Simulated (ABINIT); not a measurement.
Ba in ABINIT: the effect of functional

Crystal: Ba.

```xyz
1
Lattice="0.0000 3.2327 3.2327 3.2327 0.0000 3.2327 3.2327 3.2327 0.0000" Properties=species:S:1:pos:R:3 pbc="T T T"
Ba    0.0000    0.0000    0.0000
```

This isn't the form of Ba at room conditions, which is bcc.

Alike in all runs:

- Program: ABINIT 10.8.3 (patched build)
- Task: band structure
- Potentials or basis: JTH PAW PBE v2.0
- Cutoff: 490 eV
- k mesh: 7 × 7 × 7
- Occupations: fermi-dirac, width 0.05 eV
- Spin: no spin polarisation

| functional | pressure (GPa) |
| --- | --- |
| LDA | ? |
| PBEsol | -0.9 |
| BLYP | 0.1 |
| AM05 | -0.6 |
| r2SCAN | 0.1 |
| SCAN | 0.0 |

Question: What does the run with functional LDA give?

Answer: Pressure -1.5 GPa.

Caveats: this set's barium file shifts pressures by 1.5 GPa and gaps by 0.1 eV against other sets; the PAW data sets were made with another functional, which shifts forces and pressure a little.
